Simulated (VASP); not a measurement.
# SnGe2 (I4/mmm) in VASP: relaxation of cell and atoms with PBE

Aim: the relaxation of cell and atoms of SnGe2 with PBE.

All numbers are computed with VASP 6.6.1; they aren't measurements. Logs are shortened: lines on timing, memory, paths and dates and some standing lists are left out, and cuts for length are marked.

### Step 1. The crystal as given

It takes space group I4/mmm (No. 139, tetragonal). The conventional cell has a = 4.415 Å, b = 4.415 Å, c = 5.536 Å, α = 90.00°, β = 90.00°, γ = 90.00°. Around Sn (site symmetry 4/mmm) lie 8 Ge at 2.61 Å. Ge (site symmetry -4m2) is surrounded by 4 Sn at 2.61 Å and 2 Ge at 2.77 Å.

The cell was built by a generator and needn't be a form met in nature.

### Step 2. Relaxation of cell and atoms, PBE

Input file INCAR:

```
SYSTEM = SnGe2
  PREC = Normal
  ENCUT = 520
  EDIFF = 1E-4
  ISMEAR = 0
  SIGMA = 0.15
  LREAL = .False.
  LASPH = .True.
  NELM = 60
  ALGO = Fast
  ISIF = 3
  LWAVE = .False.
  LCHARG = .False.
  GGA = PE
  IBRION = 2
  NSW = 24
  EDIFFG = -0.08
```

Input file KPOINTS:

```
Automatic mesh
0
Gamma
  7 7 7
  0 0 0
```

Input file POSCAR:

```
SnGe2
1.0
   -2.2074117300      2.2074117300      2.7678329200
    2.2074117300     -2.2074117300      2.7678329200
    2.2074117300      2.2074117300     -2.7678329200
Sn Ge
1 2
Direct
    0.0000000000      0.0000000000      0.0000000000
    0.7500000000      0.2500000000      0.5000000000
    0.2500000000      0.7500000000      0.5000000000
```

Potentials or basis: VASP PAW PBE potentials, release 64 (Sn_d, Ge_d).

Command:

```
$ cat potpaw_PBE.64/Sn_d/POTCAR potpaw_PBE.64/Ge_d/POTCAR > POTCAR
$ mpirun -np 1 vasp_std > vasp.out
```

OUTCAR:

```text
SYSTEM = SnGe2
   PREC = Normal
   ENCUT = 520
   EDIFF = 1E-4
   ISMEAR = 0
   LREAL = .False.
   LASPH = .True.
   NELM = 60
   ISIF = 3
   GGA = PE
   IBRION = 2
   NSW = 24
   EDIFFG = -0.08

 ion  position               nearest neighbor table
   1  0.000  0.000  0.000-   2 2.61   3 2.61   2 2.61   3 2.61   2 2.61   3 2.61   2 2.61   3 2.61

   2  0.750  0.250  0.500-   1 2.61   1 2.61   1 2.61   1 2.61   3 2.77   3 2.77
   3  0.250  0.750  0.500-   1 2.61   1 2.61   1 2.61   1 2.61   2 2.77   2 2.77

  LATTYP: Found a body centered tetragonal cell.
 ALAT       =     4.4148234600
 C/A-ratio  =     1.2538815856

  Lattice vectors:

 A1 = (  -2.2074117300,   2.2074117300,   2.7678329200)
 A2 = (   2.2074117300,  -2.2074117300,   2.7678329200)
 A3 = (   2.2074117300,   2.2074117300,  -2.7678329200)

Analysis of symmetry for initial positions (statically):
=====================================================================
 Subroutine PRICEL returns:
 Original cell was already a primitive cell.

 Routine SETGRP: Setting up the symmetry group for a
 body centered tetragonal supercell.

 Subroutine GETGRP returns: Found 16 space group operations
 (whereof 16 operations were pure point group operations)
 out of a pool of 16 trial point group operations.

The static configuration has the point symmetry D_4h.

Analysis of symmetry for dynamics (positions and initial velocities):
=====================================================================
 Subroutine PRICEL returns:
 Original cell was already a primitive cell.

 Routine SETGRP: Setting up the symmetry group for a
 body centered tetragonal supercell.

 Subroutine GETGRP returns: Found 16 space group operations
 (whereof 16 operations were pure point group operations)
 out of a pool of 16 trial point group operations.

The dynamic configuration has the point symmetry D_4h.

 Subroutine INISYM returns: Found 16 space group operations
 (whereof 16 operations are pure point group operations),
 and found     1 'primitive' translations

----------------------------------------------------------------------------------------

                                     Primitive cell

  volume of cell :      53.9469

  direct lattice vectors                    reciprocal lattice vectors
    -2.207411730  2.207411730  2.767832920     0.000000000  0.226509624  0.180646742
     2.207411730 -2.207411730  2.767832920     0.226509624  0.000000000  0.180646742
     2.207411730  2.207411730 -2.767832920     0.226509624  0.226509624  0.000000000

  length of vectors
     4.172077680  4.172077680  4.172077680     0.289723756  0.289723756  0.320332982

  position of ions in fractional coordinates (direct lattice)
     0.000000000  0.000000000  0.000000000
     0.750000000  0.250000000  0.500000000
     0.250000000  0.750000000  0.500000000

  ion indices of the primitive-cell ions
   primitive index   ion index
                 1           1
                 2           2
                 3           3

----------------------------------------------------------------------------------------

 KPOINTS: Automatic mesh

Automatic generation of k-mesh.
 Grid dimensions read from file:
 generate k-points for:    7    7    7

 Generating k-lattice:

  Cartesian coordinates                     Fractional coordinates (reciprocal lattice)
     0.000000000  0.032358518  0.025806677     0.142857143  0.000000000  0.000000000
     0.032358518  0.000000000  0.025806677     0.000000000  0.142857143  0.000000000
     0.032358518  0.032358518  0.000000000     0.000000000  0.000000000  0.142857143

  Length of vectors
     0.041389108  0.041389108  0.045761855

  Shift w.r.t. Gamma in fractional coordinates (k-lattice)
     0.000000000  0.000000000  0.000000000

 Subroutine IBZKPT returns following result:
 ===========================================

 Found     40 irreducible k-points:

 Following reciprocal coordinates:
            Coordinates               Weight
  0.000000  0.000000  0.000000      1.000000
  0.142857  0.000000  0.000000      8.000000
  0.285714  0.000000  0.000000      8.000000
  0.428571 -0.000000  0.000000      8.000000
  0.142857  0.142857  0.000000      8.000000
  0.285714  0.142857  0.000000     16.000000
[... 16 lines left out ...]
 -0.142857  0.285714  0.142857      8.000000
 -0.428571  0.428571  0.142857      8.000000
 [... further k-points ...]
   k-points           NKPTS =     40   k-points in BZ     NKDIM =     40   number of bands    NBANDS=     25
   number of dos      NEDOS =    301   number of ions     NIONS =      3
   total plane-waves  NPLWV =  13824
   dimension x,y,z NGX =    24 NGY =   24 NGZ =   24
   dimension x,y,z NGXF=    48 NGYF=   48 NGZF=   48
   ions per type =               1   2
   NGX,Y,Z   is equivalent  to a cutoff of   9.56,  9.56,  9.56 a.u.
   NGXF,Y,Z  is equivalent  to a cutoff of  19.13, 19.13, 19.13 a.u.
 SYSTEM =  SnGe2
   PREC   = normal    normal or accurate (medium, high low for compatibility)
   ISTART =      0    job   : 0-new  1-cont  2-samecut
   ICHARG =      2    charge: 1-file 2-atom 10-const
   ISPIN  =      1    spin polarized calculation?
   LNONCOLLINEAR =      F non collinear calculations
   LSORBIT =      F    spin-orbit coupling
   LASPH  =      T    aspherical Exc in radial PAW
   ENCUT  =  520.0 eV  38.22 Ry    6.18 a.u.   7.76  7.76  7.76*2*pi/ulx,y,z
   NELM   =     60;   NELMIN=  2; NELMDL= -5     # of ELM steps
   EDIFF  = 0.1E-03   stopping-criterion for ELM
   LREAL  =      F    real-space projection
   EDIFFG = -.8E-01   stopping-criterion for IOM
   NSW    =     24    number of steps for IOM
   IBRION =      2    ionic relax: 0-MD 1-quasi-New 2-CG
   NFREE  =      1    steps in history (QN), initial steepest desc. (CG)
   ISIF   =      3    stress and relaxation
   ISYM   =      2    0-nonsym 1-usesym 2-fastsym
   POTIM  = 0.5000    time-step for ionic-motion
   TEBEG  =    0.0;   TEEND  =   0.0 temperature during run
   PSTRESS=    0.0 pullay stress
   NELECT =      42.0000    total number of electrons
   NUPDOWN=      -1.0000    fix difference up-down
   EMIN   =  10.00;   EMAX   =-10.00  energy-range for DOS
   EFERMI =   0.00;   METHOD = LEGACY
   ISMEAR =     0;   SIGMA  =   0.15  broadening in eV -4-tet -1-fermi 0-gaus
   EFERMI_NEDOS =   21; number of points for ismear=-14 and -15
   IALGO  =     68    algorithm
   IMIX   =      4    mixing-type and parameters
     AMIX     =   0.40;   BMIX     =  1.00
     AMIX_MAG =   1.60;   BMIX_MAG =  1.00
  volume/ion in A,a.u.               =      17.98       121.35
  Fermi-wavevector in a.u.,A,eV,Ry     =   1.506037  2.845998 30.860034  2.268149
  Thomas-Fermi vector in A             =   2.616807
   LORBIT       =      0    0 simple, 1 ext, 2 COOP (PROOUT), +10 PAW based schemes
   GGA     = PE    functional components
   LHFCALC =     F    Hartree Fock is set to
   AEXX    =    0.0000 exact exchange contribution
   IVDW    =     0    specifies the selected vdW correction
   LEPSILON=     F    determine dielectric tensor
   LRPA    =     F    only Hartree local field effects (RPA)
 conjugate gradient relaxation of ions
 non-spin polarized calculation
 RMM-DIIS sequential band-by-band and
 Gauss-broadening in eV      SIGMA  =   0.15
  energy-cutoff  :      520.00
  volume of cell :       53.95
 maximum number of plane-waves:      1474
   NGX = 15   NGY = 15   NGZ = 15

--------------------------------------- Ionic step        1  -------------------------------------------

 number of electron      41.9999944 magnetization

 Free energy of the ion-electron system (eV)
  ---------------------------------------------------
  ext. energy  EPLUGINS =         0.00000000
  ---------------------------------------------------
  free energy    TOTEN  =        -9.69740808 eV

  energy without entropy =       -9.68188177  energy(sigma->0) =       -9.68964492

 E-fermi :   9.8385     XC(G=0): -11.6299

 val. band max:        9.8220950561   @ k =  -0.4286   0.4286   0.1429
 cond. band min:       9.8542675825   @ k =   0.2857   0.1429   0.1429
 fundamental gap:      0.0321725264
 Fermi energy:         9.8385180272

 k-point     1 :       0.0000    0.0000    0.0000
  band No.  band energies     occupation
      1     -15.3018      2.00000
      2     -15.2413      2.00000
      3     -15.2413      2.00000
      4     -15.2402      2.00000
      5     -15.2109      2.00000
      6     -15.1906      2.00000
[... 17 lines left out ...]
     24      10.0398      0.05769
     25      12.4967      0.00000
[... 1597 lines left out ...]
 VOLUME and BASIS-vectors are now :
 -----------------------------------------------------------------------------
  energy-cutoff  :      520.00
  volume of cell :       76.64
      direct lattice vectors                 reciprocal lattice vectors
    -2.663140342  2.663140342  2.701620414     0.000000000  0.187748273  0.185074112
     2.663140342 -2.663140342  2.701620414     0.187748273  0.000000000  0.185074112
     2.663140342  2.663140342 -2.701620414     0.187748273  0.187748273  0.000000000

 POSITION                                       TOTAL-FORCE (eV/Angst)
 -----------------------------------------------------------------------------------
      2.66314      2.66314      2.70162         0.000000      0.000000      0.000000
      0.00000      2.66314      1.35081        -0.000000      0.000000     -0.000000
      2.66314      0.00000      1.35081         0.000000     -0.000000      0.000000
 -----------------------------------------------------------------------------------
    total drift:                                0.000000     -0.000000      0.000000

  FREE ENERGIE OF THE ION-ELECTRON SYSTEM (eV)
  ---------------------------------------------------
  free  energy   TOTEN  =       -11.8477100937 eV

  energy  without entropy=      -11.8293179520  energy(sigma->0) =      -11.83851402

--------------------------------------- Ionic step        9  -------------------------------------------

 number of electron      42.0000095 magnetization

 Free energy of the ion-electron system (eV)
  ---------------------------------------------------
  ext. energy  EPLUGINS =         0.00000000
  ---------------------------------------------------
  free energy    TOTEN  =       -11.87124892 eV

  energy without entropy =      -11.86052292  energy(sigma->0) =      -11.86588592

 E-fermi :   5.5445     XC(G=0):  -9.8474

 val. band max:        5.5169340407   @ k =   0.4286  -0.0000   0.0000
 cond. band min:       5.6144657405   @ k =   0.1429   0.1429   0.1429
 fundamental gap:      0.0975316997
 Fermi energy:         5.5445230122

 k-point     1 :       0.0000    0.0000    0.0000
  band No.  band energies     occupation
      1     -19.3013      2.00000
      2     -19.2556      2.00000
      3     -19.2556      2.00000
      4     -19.2463      2.00000
      5     -19.2420      2.00000
      6     -19.2409      2.00000
[... 17 lines left out ...]
     24       6.1167      0.00000
     25       8.2206      0.00000
[... 657 lines left out ...]
 VOLUME and BASIS-vectors are now :
 -----------------------------------------------------------------------------
  energy-cutoff  :      520.00
  volume of cell :       77.41
      direct lattice vectors                 reciprocal lattice vectors
    -2.608836283  2.608836283  2.843584762     0.000000000  0.191656335  0.175834393
     2.608836283 -2.608836283  2.843584762     0.191656335  0.000000000  0.175834393
     2.608836283  2.608836283 -2.843584762     0.191656335  0.191656335  0.000000000

 POSITION                                       TOTAL-FORCE (eV/Angst)
 -----------------------------------------------------------------------------------
      0.00000      0.00000      0.00000        -0.000000     -0.000000      0.000000
      0.00000      2.60884      1.42179         0.000000      0.000000      0.000000
      2.60884      0.00000      1.42179        -0.000000     -0.000000     -0.000000
 -----------------------------------------------------------------------------------
    total drift:                                0.000000      0.000000     -0.000000

  FREE ENERGIE OF THE ION-ELECTRON SYSTEM (eV)
  ---------------------------------------------------
  free  energy   TOTEN  =       -11.8712489207 eV

  energy  without entropy=      -11.8605229172  energy(sigma->0) =      -11.86588592

 reached required accuracy - stopping structural energy minimisation
```

It took 77 s on 1 thread of Intel Xeon 6975P-C (Granite Rapids), shared host; peak memory 0.18 GiB.

Results:

- Free energy: -11.8712 eV
- Relaxed volume: 25.80 Å³/atom
- Relaxed cell: a = 4.658 Å, b = 4.658 Å, c = 4.658 Å, α = 111.88°, β = 111.88°, γ = 104.75°
- Space group after relaxing (to 0.05 Å): I4/mmm (No. 139)
- Energy gained by relaxing: 724.6 meV/atom
- Ionic steps: 9
- Pressure after relaxing: -0.1 GPa
- Band gap on the k mesh: none (metal or under the smearing width)

Stress tensor (GPa, compression positive):
```
-0.13  0.00  0.00
 0.00 -0.13  0.00
 0.00  0.00  0.07
```

The path:
| step | energy change (eV) | largest force (eV/Å) | pressure (GPa) | volume (Å³) |
| --- | --- | --- | --- | --- |
| 1 | 0.0000 | 0.0000 | 39.90 | 53.95 |
| 2 | -1.6325 | 0.0000 | -6.66 | 97.00 |
| 3 | -2.1304 | 0.0000 | 0.46 | 77.17 |
| 4 | -2.1294 | 0.0000 | -0.08 | 78.18 |
| 5 | -2.1330 | 0.0000 | -0.28 | 78.15 |
| 6 | -2.1439 | 0.0000 | -0.48 | 78.05 |
| 7 | -2.1689 | 0.0000 | 0.09 | 77.74 |
| 8 | -2.1503 | 0.0000 | 0.25 | 76.64 |
| 9 | -2.1738 | 0.0000 | -0.06 | 77.41 |

Final structure:
```xyz
3
Lattice="-2.6088 2.6088 2.8436 2.6088 -2.6088 2.8436 2.6088 2.6088 -2.8436" Properties=species:S:1:pos:R:3 pbc="T T T"
Sn    0.0000    0.0000    0.0000
Ge    0.0000    2.6088    1.4218
Ge    2.6088    0.0000    1.4218
```

Levels at points of the mesh, in eV from the Fermi level:
```tsv
k point	band 17	band 18	band 19	band 20	band 21	band 22	band 23	band 24	band 25
(0.00, 0.00, 0.00)	-5.32	-2.94	-2.52	-1.42	-1.42	-0.22	-0.22	0.57	2.68
```

Caveat: the volume moved by over 15 % at a fixed basis, so the end points are rough; the relaxation stopped at a loose force limit of 0.08 eV/Å, so its end isn't a converged minimum.
